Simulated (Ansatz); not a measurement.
**CaF2 (Fluorite) in Ansatz: the effect of functional**

CaF2 (Fluorite):

```
CELL_PARAMETERS angstrom
0.00000 2.78456 2.78456
2.78456 0.00000 2.78456
2.78456 2.78456 0.00000
ATOMIC_POSITIONS crystal
Ca 0.00000 0.00000 0.00000
F 0.75000 0.75000 0.75000
F 0.25000 0.25000 0.25000
```

The cell isn't the ideal one: volume scaled by 1.06.

Alike in all runs:

| Item | Value |
| --- | --- |
| Program | Ansatz 0.2.0 |
| Task | single point |
| Potentials or basis | Ansatz PAW |
| k mesh | 8 × 8 × 8 |
| Occupations | fermi-dirac, width 0.05 eV |
| Spin | no spin polarisation |

| functional | cutoff | gap on the mesh (eV) | pressure (GPa) |
| --- | --- | --- | --- |
| LDA | 420 eV (not typed: the program's choice for these potentials) | 6.59 | -10.0 |
| PBEsol | 420 eV (not typed: the program's choice for these potentials) | 6.79 | -5.8 |
| r2SCAN | 500 eV (not typed: the program's choice for these potentials) | ? | ? |

Task: What does the run with functional r2SCAN give?

Result: gap on the mesh 7.62 eV; pressure -5.4 GPa.

Caveats: the PAW data sets come from PBE, with cores solved anew for the run's functional, which leaves a small shift of forces and pressure.

A k mesh can miss the band edges.

Runs at the PBE level aren't shown here.
